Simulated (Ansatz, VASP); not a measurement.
**Mo in VASP and in Ansatz**

The input INCAR:

```
PREC     = Accurate       # precision mode
ENCUT    = 520            # plane-wave cutoff, eV
EDIFF    = 1E-6           # SCF threshold, eV
ISMEAR   = 0              # smearing method
SIGMA    = 0.1            # smearing width, eV
LREAL    = False          # projectors in reciprocal space
LASPH    = True           # aspherical terms in the spheres
NELM     = 100            # most SCF steps
ALGO     = Normal         # electronic algorithm
ISIF     = 2              # what is computed and relaxed
LWAVE    = False          # write WAVECAR
LCHARG   = False          # write CHGCAR
GGA      = PE             # functional
IVDW     = 12             # dispersion correction
NBANDS   = 13             # bands
```

The input KPOINTS:

```
regular mesh
0
Gamma
  8 8 8
```

The input POSCAR:

```
Mo
1.0
   -1.5734150000      1.5734150000      1.5734150000
    1.5734150000     -1.5734150000      1.5734150000
    1.5734150000      1.5734150000     -1.5734150000
Mo
1
Direct
    0.0000000000      0.0000000000      0.0000000000
```

Input for Ansatz:

```yaml
crystal:
  lattice:
    - [-1.573415, 1.573415, 1.573415]
    - [1.573415, -1.573415, 1.573415]
    - [1.573415, 1.573415, -1.573415]
  atoms:
    - { symbol: Mo, position: [0.0, 0.0, 0.0] }
basis:
  ecutwfc: 420
kpoints:
  mp_grid: { grid: [8, 8, 8] }
hamiltonian:
  xc: pbe
  dispersion: d3bj
  pseudopotentials: { kind: paw }
scf:
  occupations: { method: gaussian, width: 0.1 }
output:
  forces: true
  stress: true
  eigenvalues: true
```

Alike in both runs: task single point; functional PBE; dispersion D3(BJ); k mesh 8 × 8 × 8; occupations gaussian, width 0.1 eV; no spin polarisation.

|  | VASP | Ansatz |
| --- | --- | --- |
| version | VASP 6.6.1 | Ansatz 0.2.0 |
| potentials or method | VASP PAW PBE potentials, release 64 (Mo_sv) | scalar-relativistic, plane waves, PAW |
| plane-wave cutoff (eV) | 520 | 420 |
| valence electrons in the cell | 14 | 14 |

Ansatz gave:

| Quantity | Value |
| --- | --- |
| gap on the k mesh at the Fermi level (eV) | none |
| pressure (GPa) | -3.6 |

Task: Which values does VASP return?

Result: gap on the k mesh at the Fermi level (eV): none; pressure (GPa): -3.1.

A gap of «none» marks a metal or a gap that the smearing closes.

Caveats: pairwise dispersion overbinds metals, which lowers pressure and volume.
